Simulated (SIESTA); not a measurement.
The system is Ru.

```xyz
2
Lattice="2.7058 0.0000 0.0000 -1.3529 2.3433 0.0000 0.0000 0.0000 4.2819" Properties=species:S:1:pos:R:3 pbc="T T T"
Ru    1.3529    0.7811    3.2114
Ru    0.0000    1.5622    1.0705
```

Base run:

```yaml
Program: SIESTA 5.4.2
Functional: PBE
Potentials_or_basis: PseudoDojo 0.4 standard (PBE files)
Basis: TZDP (energy shift 0.02 Ry)
Grid_cutoff: 800 Ry
Energy_shift: 0.02 Ry
k_mesh: 11 × 11 × 6
Occupations: fermi-dirac, width 0.05 eV
Spin: no spin polarisation
```

Its results: band gap on the k mesh none (metal or under the smearing width); pressure 1.2 GPa.

Task: After a change of settings the same cell gave: band gap on the k mesh none (metal or under the smearing width); pressure 4.9 GPa. Which change was it?
A. basis from TZDP (energy shift 0.02 Ry) to DZ (energy shift 0.01 Ry); energy shift from 0.02 Ry to 0.01 Ry
B. basis from TZDP (energy shift 0.02 Ry) to SZ (energy shift 0.02 Ry)
C. basis from TZDP (energy shift 0.02 Ry) to TZ (energy shift 0.002 Ry); energy shift from 0.02 Ry to 0.002 Ry

Result: C.

Caveats: semicore shells carry a single zeta, which can move pressures by several GPa and volumes by a few percent; the basis of atomic orbitals isn't converged, which shifts pressures, moduli and gaps; the basis has no polarisation orbitals (some runs).
